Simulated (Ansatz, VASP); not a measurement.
This is a calculation of InSe for Ansatz 0.2.0.

input.yaml

```yaml
crystal:
  lattice:
    - [3.5578959303, 0.0, 0.0]
    - [0.0, 3.5578959303, 0.0]
    - [0.0, 0.0, 3.5578959303]
  atoms:
    - { symbol: In, position: [0.5, 0.5, 0.5] }
    - { symbol: Se, position: [0.0, 0.0, 0.0] }
hamiltonian:
  xc: pbe
  pseudopotentials: { kind: paw }
kpoints:
  mp_grid: { grid: [7, 7, 7] }
scf:
  occupations: { method: fermi_dirac, width: 0.05 }
output:
  forces: true
  stress: true
  eigenvalues: true
```

Potentials or basis: Ansatz PAW.

The run is started by

```bash
$ ansatz run input.yaml --threads 1 --pin off --max-ram 3584MiB --backend cpu --events-out ev --progress --plain --runs-dir out
```

**Question.** Set up the same calculation for VASP 6.6.1. Potentials there: VASP PAW PBE potentials, release 64 (In_d, Se).

**Answer.** As run (the cutoff follows the program's own potentials):

The input INCAR:

```
SYSTEM = InSe
ALGO = Normal
EDIFF = 1E-6
ENCUT = 520
GGA = PE
ISIF = 2
ISMEAR = -1
LASPH = .True.
LCHARG = .False.
LREAL = .False.
LWAVE = .False.
NBANDS = 16
NELM = 60
PREC = Accurate
SIGMA = 0.05
```

KPOINTS

```
k-points
0
Gamma
  7 7 7
  0 0 0
```

The input POSCAR:

```
InSe
1.0
    3.5578959303      0.0000000000      0.0000000000
    0.0000000000      3.5578959303      0.0000000000
    0.0000000000      0.0000000000      3.5578959303
In Se
1 1
Direct
    0.5000000000      0.5000000000      0.5000000000
    0.0000000000      0.0000000000      0.0000000000
```

Potentials or basis: VASP PAW PBE potentials, release 64 (In_d, Se).

The run is started by

```bash
$ cat potpaw_PBE.64/In_d/POTCAR potpaw_PBE.64/Se/POTCAR > POTCAR
$ mpirun -np 1 vasp_std > vasp.out
```

Both were run:

|  | VASP | Ansatz | Ansatz less VASP |
| --- | --- | --- | --- |
| gap on the k mesh at the Fermi level (eV) | none | none | - |
| pressure (GPa) | 3.6 | 3.6 | -0.03 |

A gap of «none» marks a metal or a gap that the smearing closes. The functional is the same, so the differences come from potentials, cutoffs and numerics. The two sets of potentials don't hold the same shells in valence.
